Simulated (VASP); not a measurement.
# Cu: density of states with rSCAN

The system is Cu.

```xyz
1
Lattice="-1.3978 1.4073 1.4066 1.3956 -1.3825 1.3783 1.4759 1.4606 -1.3807" Properties=species:S:1:pos:R:3 pbc="T T T"
Cu    0.0039    0.0061   -0.0043
```

The cell isn't the ideal one: cell strained at random at fixed volume.

* Program: VASP 6.6.1
* Task: density of states
* Functional: rSCAN
* Potentials or basis: VASP PAW PBE potentials, release 64 (Cu)
* Cutoff: 520 eV
* k mesh: 13 × 13 × 13
* Occupations: tetrahedron
* Spin: no spin polarisation
* Further INCAR settings: LASPH = False; ALGO = Normal; EDIFF = 1e-06

```json
{"Pressure": "1.9 GPa", "Band gap on the k mesh": "none (metal or under the smearing width)", "Valence electrons inside the program's atomic spheres": "Cu 10.09"}
```

Stress tensor (GPa, compression positive):
```
 1.77 -6.29  0.72
-6.29  1.79 -1.82
 0.72 -1.82  2.11
```

Levels at points of the mesh, in eV from the Fermi level:
| k point | band 2 | band 3 | band 4 | band 5 | band 6 | band 7 | band 8 | band 9 |
| --- | --- | --- | --- | --- | --- | --- | --- | --- |
| (0.00, 0.00, 0.00) | -3.59 | -3.48 | -3.17 | -2.35 | -2.23 | 24.69 | 26.51 | 26.89 |

States per cell in windows of 0.5 eV (zero at the Fermi level; states under -8 eV left out):
```tsv
from (eV)	total	Cu1_d	Cu1_p	Cu1_s
-8.0	0.06	0.00	0.01	0.03
-7.5	0.07	0.01	0.01	0.03
-7.0	0.09	0.01	0.01	0.04
-6.5	0.13	0.03	0.02	0.04
-6.0	0.19	0.07	0.02	0.05
-5.5	0.48	0.28	0.03	0.07
-5.0	0.85	0.64	0.04	0.05
-4.5	1.09	0.95	0.03	0.00
-4.0	1.81	1.59	0.07	0.01
-3.5	0.88	0.75	0.05	0.01
-3.0	1.14	1.07	0.02	0.00
-2.5	2.74	2.66	0.02	0.01
-2.0	0.87	0.83	0.01	0.01
-1.5	0.16	0.12	0.02	0.01
-1.0	0.17	0.10	0.03	0.01
-0.5	0.15	0.07	0.03	0.01
0.0	0.14	0.06	0.04	0.01
0.5	0.15	0.06	0.04	0.01
1.0	0.12	0.04	0.04	0.01
1.5	0.11	0.04	0.04	0.01
2.0	0.11	0.04	0.04	0.01
2.5	0.09	0.03	0.03	0.01
3.0	0.08	0.02	0.03	0.01
3.5	0.06	0.02	0.03	0.00
4.0	0.05	0.01	0.02	0.01
4.5	0.06	0.01	0.02	0.01
5.0	0.11	0.03	0.02	0.03
5.5	0.17	0.05	0.04	0.05
6.0	0.18	0.05	0.04	0.04
6.5	0.18	0.04	0.05	0.04
7.0	0.15	0.03	0.04	0.03
7.5	0.16	0.03	0.05	0.03
```

Run time: 4.3 min on 1 thread of Intel(R) Xeon(R) 6975P-C (Granite Rapids), with other jobs on the host, peak memory 0.23 GiB.

Caveat: the PAW data sets were made with another functional, which shifts forces and pressure a little; tetrahedron occupations give inexact forces and stress in metals.
